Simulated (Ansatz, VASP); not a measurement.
# CdS (Greenockite) in two plane-wave programs, part 2 of 2

Aim: how closely do two programs agree when they are given the same cell, functional and k mesh?

VASP 6.6.1 and Ansatz 0.2.0.

So far: Set-up; VASP: G0W0 gap, PBE.

The database entry behind the starting cell differs from later determinations by our own check (about 0.35 % long), so it need not match the best structure at ambient conditions.

### 3. Ansatz: G0W0 gap, PBE

Level of this step: Ansatz beside VASP: Kohn-Sham DFT, plane waves, PBE, G0W0 (Ansatz).

Ansatz runs on its default PAW (the set named soft_2) files.

The same cell, functional and mesh now go to Ansatz, which takes its cutoff from its data sets.

input.yaml reads:

```yaml
crystal:
  lattice:
    - [4.15, 0.0, 0.0]
    - [-2.075, 3.5940054257, 0.0]
    - [0.0, 0.0, 6.737]
  atoms:
    - { symbol: Cd, position: [0.6666666667, 0.3333333333, 0.4990026893] }
    - { symbol: Cd, position: [0.3333333333, 0.6666666667, 0.9990026893] }
    - { symbol: S, position: [0.6666666667, 0.3333333333, 0.8759973107] }
    - { symbol: S, position: [0.3333333333, 0.6666666667, 0.3759973107] }
hamiltonian:
  xc: pbe
  pseudopotentials: { kind: paw }
kpoints:
  mp_grid: { grid: [3, 3, 4] }
scf:
  occupations: { method: fixed }
gw:
  n_empty_bands: 406
  ecut_chi: 150.0
  qp_bands: [v2, c2]
  qp_kpoints: band_edges
  screening: { model: contour_deformation }
```

Run with:

```bash
> ansatz run input.yaml --threads 4 --pin off --max-ram 9216MiB --backend cpu --events-out ev --progress --plain --runs-dir out
```

Numbers of over 12 decimals in the logs are rounded to 6 here.

The program printed:

```text
Engine: ansatz 0.2.0, aarch64-unknown-linux-gnu
Pseudopotentials: kind: paw
Pseudopotential: Cd, paw, valence charge 20, recommended cutoff 420 eV (normal), Cd.paw.azcp
Pseudopotential: S, paw, valence charge 6, recommended cutoff 420 eV (normal), S.paw.azcp
Functional definition: PBE
  parameter kappa = 0.804
  parameter beta = 0.066725
  exchange = pbe_x(kappa = kappa, mu = beta*pi^2/3)
  correlation = pbe_c(beta = beta)
Crystal: 4 atoms, lattice volume = 100.483 Å³
Basis set: ecut = 420 eV, 1973 PW (Γ)
Bands: 32, of which v1, the nominal top of the filled ones, is band 26 counted from 1 (25 counted from 0)
Symmetry: 12 space group operations
Space group: P63mc (ITA 186), of the structure as read, at distance tolerance 4.6e-5 Å
k-points: 9 of 36 (time reversal used)
Non-local potential: Cd, projectors of the file, l = 0: 3, l = 1: 2, l = 2: 2, l = 3: 1
Non-local potential: S, projectors of the file, l = 0: 2, l = 1: 2, l = 2: 2
PAW form: soft (Blöchl's): semilocal exchange-correlation on the pseudo side does not see the compensation charge
PAW one-centre angular grid: Cd, 590 points (default); XC on 64 Gauss nodes
PAW one-centre angular grid: S, 110 points (default); XC on 64 Gauss nodes
Initial density: superposition of atomic densities (neutral atoms: chi_scale 0, normalization atom), corrected by the library's trained network
Initial wavefunctions: pseudopotential atomic-orbital guess
Functional: x = pbe(κ = 0.804, μ = 0.219515), c = pbe(β = 0.066725)
SCF iter   1: F=—  HF=-18315.487932 eV  |F-HF|=—  |Δ(HF+E_count)|=         —  Δρ=1.58e-3  dr2=2.95e-3  ethr=1.77e-3  ⟨swp⟩=4.8  Hψ=979  notcnv=0  defer=34
preconditioner: auto → Resta (q_TF=auto, 2.445 Å⁻¹)  ε∞=4.6  [insulator: Δε(μ)=1.194 eV  Ē_g=11.651 eV  n_scr=22 (ndim 8)  ℏωp=22.2 eV  f_vac=0.131  ε∞_Penn≈4.6]
SCF iter   2: F=—  HF=-18315.488879 eV  |F-HF|=—  |Δ(HF+E_count)|=   9.47e-4  Δρ=7.00e-4  dr2=5.09e-4  ethr=5.68e-6  ⟨swp⟩=2.0  Hψ=541  notcnv=0  defer=35
SCF iter   3: F=—  HF=-18315.488957 eV  |F-HF|=—  |Δ(HF+E_count)|=   7.82e-5  Δρ=2.22e-4  dr2=6.52e-5  ethr=9.79e-7  ⟨swp⟩=2.0  Hψ=408  notcnv=0  defer=35
SCF iter   4: F=—  HF=-18315.488999 eV  |F-HF|=—  |Δ(HF+E_count)|=   4.24e-5  Δρ=7.84e-5  dr2=7.53e-6  ethr=1.25e-7  ⟨swp⟩=2.4  Hψ=415  notcnv=0  defer=20
SCF iter   5: F=—  HF=-18315.489008 eV  |F-HF|=—  |Δ(HF+E_count)|=   8.84e-6  Δρ=3.20e-5  dr2=1.44e-6  ethr=1.45e-8  ⟨swp⟩=2.1  Hψ=443  notcnv=0  defer=30
SCF iter   6: F=-18315.489010 eV  HF=-18315.489010 eV  |F-HF|=1.88e-7  |Δ(HF+E_count)|=   1.91e-6  Δρ=7.55e-6  dr2=8.39e-8  ethr=1.92e-10  ⟨swp⟩=5.8  Hψ=1182  notcnv=0
SCF 1 converged in 6 iterations: F = -18315.489010 eV  dr2 = 8.39e-8
  greatest PAW one-centre occupation: 1.000 electrons in one spin orbital (limit 2), on the Cd atom at site 1 (counted from 0), in its partial waves of l = 0
NSCF: frozen V_eff on 9 k-points
G₀W₀ screening: q 1/9
G₀W₀ screening: q 2/9 (q-point 5)
G₀W₀ screening: q 3/9 (q-point 4)
G₀W₀ screening: q 4/9 (q-point 6)
G₀W₀ screening: q 5/9 (q-point 8)
G₀W₀ screening: q 6/9 (q-point 2)
G₀W₀ screening: q 7/9
G₀W₀ screening: q 8/9 (q-point 9)
G₀W₀ screening: q 9/9 (q-point 3)
G₀W₀ self-energy: k 1/7
G₀W₀ self-energy: k 2/7
G₀W₀ self-energy: k 3/7
G₀W₀ self-energy: k 4/7
G₀W₀ self-energy: k 5/7
G₀W₀ self-energy: k 6/7
G₀W₀ self-energy: k 7/7
NSCF: frozen V_eff on 1 k-points
NSCF: frozen V_eff on 1 k-points
SCF converged after 6 iterations
Free energy (F): -18315.489010 eV
Harris-Foulkes:  -18315.489010 eV  (|F-HF|=1.88e-7)
Internal energy: -18315.489010 eV  (E = F + TS)
E sigma→0 (E₀):  -18315.489010 eV
Fermi energy:    6.770997 eV
--- Per-component energies (eV) ---
  E_band       = -1019.935626
  E_kinetic    = 1224.155269
  E_local      = -8072.817864  (includes V_loc(G=0)·N_el)
  E_nonlocal   = 124.361488
  E_hartree    = 3706.735217
  E_xc         = -547.821196
  E_vxc        = -618.254649  (∫ρ·V_xc dr)
  E_paw        = -9367.755836  (= ΣΔE_a)
  E_vpaw       = -1090.849872  (= ΣTr[D̂ρ^β])
  E_aug_tail   = 0.000032  (compensation charges beyond the density's cutoff)
  E_ewald      = -5382.346120
  E_smearing   = -0.000000  (= −TS)
  E_closure    = 0.000000  (closes the sum)
  Σ components = -18315.489010   (vs F -18315.489010, Δ=0.00e0)
--- Band table (eV; the first three rows and the last of 9) ---
  k-point 0: bands = [... 22 lower, 6.0239, 6.7258, 6.7710, 6.7710, 7.9499, 9.5148, 13.2025, 13.2025, ... 2 higher]
  k-point 1: bands = [... 22 lower, 6.1271, 6.1271, 6.6548, 6.6548, 8.8351, 9.5921, 13.0387, 13.2710, ... 2 higher]
  k-point 2: bands = [... 22 lower, 6.3845, 6.3845, 6.3845, 6.3845, 9.5844, 9.5844, 12.9113, 12.9113, ... 2 higher]
  k-point 8: bands = [... 22 lower, 4.3771, 4.3771, 5.6728, 5.6728, 11.1388, 11.1388, 12.8680, 12.8680, ... 2 higher]
--- G₀W₀: contour deformation, 7 samples at zero and on the imaginary axis and 1 off it, 36 q-points, 406 empty bands' worth ---
  eigenvalues of the whole cell's RPA ε∞ on this k-mesh (on a slab, of 1 + 4πα/V) = 8.5882, 10.7436, 10.7436; static W/v taken at q = 0 is 0.083882
  bands read: the sum over 432 bands ends inside a degenerate multiplet in 2 slots, whose members it reads at an even weight; the widest, k=6: bands 432 to 433 (counted from 1) at 1/2 each
  gw.qp_kpoints: band_edges: 7 of 9 stored k-points solved, in 1 pass; an edge of the gap read off the rows below is read off those points alone
    valence top: of the k-points left out ik 7 came nearest to being solved in a further pass, in band 26 (counted from 1, as in the quasiparticle table): it holds the edge there only if its correction is more favourable than any solved in that band by at least 1.452 eV; those differ by 0.076 eV
    conduction bottom: of the k-points left out ik 6 came nearest to being solved in a further pass, in band 27 (counted from 1, as in the quasiparticle table): it holds the edge there only if its correction is more favourable than any solved in that band by at least 3.485 eV; those differ by 0.230 eV
    ik  band        ε_KS         Σx   Σc(E_QP)       V_xc       Z   E_QP_lin       E_QP  E_QP is
     0    25      6.7710   -21.0477     2.3553   -17.9951  0.7398     6.0542     6.0736  root
     0    26      6.7710   -21.0477     2.3553   -17.9951  0.7398     6.0542     6.0736  root
     0    27      7.9499    -8.6685    -3.7025   -12.4372  0.7841     8.0162     8.0160  root
     0    28      9.5148    -7.9331    -4.2449   -12.4179  0.7749     9.7564     9.7547  root
     1    25      6.6548   -20.8741     2.3855   -17.7817  0.7388     5.9275     5.9480  root
     1    26      6.6548   -20.8741     2.3855   -17.7817  0.7388     5.9275     5.9480  root
     1    27      8.8351    -9.6695    -3.6665   -13.4266  0.7672     8.9260     8.9257  root
     1    28      9.5921    -7.9262    -4.2641   -12.4259  0.7728     9.8294     9.8278  root
     2    25      6.3845   -20.4893     2.4578   -17.3032  0.7363     5.6330     5.6561  root
     2    26      6.3845   -20.4893     2.4578   -17.3032  0.7363     5.6330     5.6561  root
     2    27      9.5844    -8.4692    -4.1983   -12.8692  0.7646     9.7875     9.7861  root
     2    28      9.5844    -8.4692    -4.1983   -12.8692  0.7646     9.7875     9.7861  root
     3    25      5.9615   -19.4029     2.2837   -16.3979  0.7378     5.2182     5.2403  root
     3    26      6.2093   -20.1393     2.4353   -16.9634  0.7370     5.4454     5.4687  root
     3    27     10.1744    -8.8531    -4.1545   -13.2336  0.7668    10.4018    10.4004  root
     3    28     10.7398    -7.7213    -4.2554   -12.2281  0.7721    10.9931    10.9912  root
     4    25      5.9605   -19.5304     2.2995   -16.5066  0.7379     5.2143     5.2361  root
     4    26      6.0405   -19.9101     2.4822   -16.6763  0.7352     5.2637     5.2889  root
     4    27     10.0530    -7.9852    -4.0609   -12.2210  0.7758    10.2288    10.2280  root
     4    28     10.8421    -7.9459    -4.3375   -12.5507  0.7675    11.1117    11.1094  root
     5    25      5.6597   -19.4038     2.5917   -16.0386  0.7307     4.8556     4.8863  root
     5    26      5.6597   -19.4038     2.5917   -16.0386  0.7307     4.8556     4.8863  root
     5    27     10.4584    -7.7850    -4.1501   -12.1232  0.7728    10.6475    10.6465  root
     5    28     10.4584    -7.7850    -4.1501   -12.1232  0.7728    10.6475    10.6465  root
     8    25      5.6728   -19.0813     2.3930   -15.9412  0.7346     4.9014     4.9257  root
     8    26      5.6728   -19.0813     2.3930   -15.9412  0.7346     4.9014     4.9257  root
     8    27     11.1388    -8.3641    -4.2985   -12.9589  0.7720    11.4378    11.4351  root
     8    28     11.1388    -8.3641    -4.2985   -12.9589  0.7720    11.4378    11.4351  root
```

It took 4.2 min on 4 threads of Arm Neoverse N1, shared host; peak memory 2.3 GiB.

### 4. Comparison

Known differences besides the potentials themselves: the two programs' PAW sets differ in cores and partial waves; the data sets hold 52 valence electrons in Ansatz (default PAW (the set named soft_2) files) and 36 in VASP; the cutoff is 420 eV in Ansatz and 300 eV in VASP; VASP leaves aspherical gradient terms in its spheres out (LASPH is not set), Ansatz keeps them; Ansatz integrates over frequency by contour deformation, VASP on a grid of NOMEGA points. Total energies have different zeros and are not compared.

Compared:

```
                 quantity  Ansatz  VASP  difference
G0W0 gap on the mesh (eV)    1.96  1.98       -0.02
    PBE gap under it (eV)    1.18  1.17       +0.01
```

### 5. What came out

| Property | Result |
| --- | --- |
| difference in G0W0 gap on the mesh (G0W0 gap, PBE) | -0.015 eV |

The difference in G0W0 gap on the mesh is -0.015 eV (G0W0 gap, PBE), within the 0.15 eV picked in this series as the mark of a large difference. Such differences can come from data sets, numerical settings and the points named under the comparisons, not from the functional's error against experiment.

[Lines on the potential files, build, host, timing and source positions are cut from VASP's logs without a mark.]

[Logs are printed without paths, hosts, clocks, repeated set-up lines and the standing remarks that a program may print on its own settings, such as how far it seeks lower states.]

[Hosts, paths, dates, database ids (printed as entryN), source tags and the programs' standing remarks are cut or masked in the printed files.]
